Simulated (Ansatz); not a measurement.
# TiNi in Ansatz: the effect of functional

Crystal: TiNi.

```
Ni Ti
1.0
     2.75392    0.00000    0.00000
     0.00000    2.75392    0.00000
     0.00000    0.00000    3.60513
Ni Ti
1 1
Direct
  0.00000 0.00000 0.00000
  0.50000 0.50000 0.50000
```

The cell comes from a database or a generator and needn't be the stable form of this composition.

The cell isn't the ideal one: volume scaled by 1.02.

Alike in all runs:

* Program: Ansatz 0.2.0
* Task: single point
* Potentials or basis: Ansatz PAW
* k mesh: 10 × 10 × 8
* Occupations: fermi-dirac, width 0.05 eV
* Spin: collinear spin, ferromagnetic start
* Starting moments: [1.0, 1.0] μB

| functional | cutoff | pressure (GPa) | moment (μB) |
| --- | --- | --- | --- |
| LDA | 420 eV (not typed: the program's choice for these potentials) | ? | ? |
| PBEsol | 420 eV (not typed: the program's choice for these potentials) | -9.0 | 0.00 |
| r2SCAN | 500 eV (not typed: the program's choice for these potentials) | -5.7 | 0.54 |

What does the run with functional LDA give?

Pressure -14.4 GPa; moment 0.00 μB.

Caveats: the PAW data sets come from PBE, with cores solved anew for the run's functional, which leaves a small shift of forces and pressure; the starting moments weren't kept (some runs); the magnetic or orbital state may not be the lowest (some runs).
